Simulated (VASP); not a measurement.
Crystal: Os.

```
CELL_PARAMETERS angstrom
-1.47744 1.47744 1.47744
1.47744 -1.47744 1.47744
1.47744 1.47744 -1.47744
ATOMIC_POSITIONS crystal
Os 0.00000 0.00000 0.00000
```

This isn't the form of Os at room conditions, which is hcp.

The cell isn't the ideal one: Fe -> Os on all its sites, in the parent's cell.

```yaml
Program: VASP 6.6.1
Task: relaxation of cell and atoms
Functional: PBEsol
Potentials_or_basis: VASP PAW PBE potentials, release 64 (Os)
Cutoff: 600 eV
k_mesh: 10 × 10 × 10
Occupations: gaussian, width 0.1 eV
Spin: no spin polarisation
```

At the start: pressure 55.6 GPa; volume 12.90 Å³/atom.

Problem. Where does the relaxation end?

Solution. Over 5 steps the energy falls by 230.4 meV/atom and the volume is 14.38 Å³/atom (+11.4 %); space group Im-3m (No. 229, to 0.05 Å).

The path:
```
step  energy change (eV)  largest force (eV/Å)  pressure (GPa)  volume (Å³)
   1              0.0000                0.0000           55.55        12.90
   2              2.2938                0.0000          -55.73        23.18
   3             -0.2169                0.0000          -10.31        14.78
   4             -0.2300                0.0000           -1.76        14.44
   5             -0.2304                0.0000            0.02        14.38
```

Final structure:
```
CELL_PARAMETERS angstrom
-1.53175 1.53175 1.53175
1.53175 -1.53175 1.53175
1.53175 1.53175 -1.53175
ATOMIC_POSITIONS crystal
Os 0.00000 0.00000 0.00000
```

Caveat: the PAW data sets were made with another functional, which shifts forces and pressure a little.
